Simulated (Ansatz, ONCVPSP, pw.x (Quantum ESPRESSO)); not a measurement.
pw.x on diamond Mo: one setting changed

Potential: optimised norm-conserving Vanderbilt (ONCV), ONCVPSP 4.0.1.1 (patched build), LDA (Perdew-Wang 92); core [Ar] 3d10, reference 4s2 4p6 4d5 5s1; waves: 4s+5s: rc 1.50 bohr, ncon 4, nbas 7, qcut 7.5 1/bohr, 2 projectors; 4p: rc 1.45 bohr, ncon 3, nbas 6, qcut 11.5 1/bohr, 2 projectors, debl 1.5 Ha; 4d: rc 2.35 bohr, ncon 4, nbas 9, qcut 6.5 1/bohr, 1 projector; local part: polynomial inside 1.20 bohr (lpopt 4, dvloc0 6 Ha); core correction: Teter function, fcfact 1.5, rcfact 1.05.

The reference run (k-mesh 8³, cutoffs 100/400 Ry, Fermi–Dirac 0.01 Ry, mixing_beta 0.4, conv_thr 1e-9, no spin) gives 0.45 GPa at 21.696 Å³/atom, where all-electron LAPW gives -0.29 GPa. This run, with its own iteration cap, changes degauss to 0.02.

```
&control
  calculation='scf', prefix='x', pseudo_dir='./', outdir='./tmp', tstress=.true., disk_io='none'
/
&system
  ibrav=0, nat=2, ntyp=1, ecutwfc=100, ecutrho=400, nbnd=23,
  occupations='smearing', smearing='fd', degauss=0.02
/
&electrons
  conv_thr=1e-09, mixing_beta=0.4, electron_maxstep=50
/
ATOMIC_SPECIES
Mo 1.0 Mo.UPF
CELL_PARAMETERS angstrom
  0.00000000 2.78907306 2.78907306
  2.78907306 0.00000000 2.78907306
  2.78907306 2.78907306 0.00000000
ATOMIC_POSITIONS crystal
Mo 0.0000 0.0000 0.0000
Mo 0.2500 0.2500 0.2500
K_POINTS automatic
8 8 8 0 0 0
```

```bash
pw.x < Mo.scf.in > Mo.scf.out
```

**Question.** How does the run end?

**Answer.** It converges in 8 iterations; the free energy moves by -120.9 meV/atom and the pressure by +1.14 GPa. In a metal, with Fermi–Dirac smearing, F lies below its zero-width value by a term in the square of the width.

```
Message from routine setup:
     using ibrav=0 with symmetry is DISCOURAGED, use correct ibrav instead
     lattice parameter (alat)  =       7.4537  a.u.
     unit-cell volume          =     292.8237 (a.u.)^3
     number of electrons       =        28.00
     number of Kohn-Sham states=           23
     kinetic-energy cutoff     =     100.0000  Ry
     charge density cutoff     =     400.0000  Ry
     scf convergence threshold =      1.0E-09
     Exchange-correlation= SLA  PW   NOGX NOGC
     number of k points=    29  Fermi-Dirac smearing, width (Ry)=  0.0200
     iteration #  1     ecut=   100.00 Ry     beta= 0.40
     total energy              =    -273.87007401 Ry
     estimated scf accuracy    <       0.05596555 Ry
     iteration #  2     ecut=   100.00 Ry     beta= 0.40
     total energy              =    -273.87087318 Ry
     estimated scf accuracy    <       0.01107774 Ry
     iteration #  3     ecut=   100.00 Ry     beta= 0.40
     total energy              =    -273.87098727 Ry
     estimated scf accuracy    <       0.00136985 Ry
     iteration #  4     ecut=   100.00 Ry     beta= 0.40
     total energy              =    -273.87105272 Ry
     estimated scf accuracy    <       0.00003846 Ry
     iteration #  5     ecut=   100.00 Ry     beta= 0.40
     total energy              =    -273.87105750 Ry
     estimated scf accuracy    <       0.00000403 Ry
     iteration #  6     ecut=   100.00 Ry     beta= 0.40
     total energy              =    -273.87105834 Ry
     estimated scf accuracy    <       0.00000006 Ry
     iteration #  7     ecut=   100.00 Ry     beta= 0.40
     total energy              =    -273.87105834 Ry
     estimated scf accuracy    <       0.00000001 Ry
     iteration #  8     ecut=   100.00 Ry     beta= 0.40
     the Fermi energy is    13.6479 ev
!    total energy              =    -273.87105835 Ry
     estimated scf accuracy    <          4.0E-10 Ry
     smearing contrib. (-TS)   =      -0.04757875 Ry
     The total energy is F=E-TS. E is the sum of the following terms:
     one-electron contribution =    -100.25675432 Ry
     hartree contribution      =      60.06528096 Ry
     xc contribution           =     -33.31030155 Ry
     ewald contribution        =    -200.32170469 Ry
     convergence has been achieved in   8 iterations
          total   stress  (Ry/bohr**3)                   (kbar)     P=       15.82
     Message from routine punch:
     Nothing written, as per user request (disk_io='none')
```

The run took about 42 s on one core of a shared host (Neoverse-V1, 32 threads, 247 GiB, load 24).
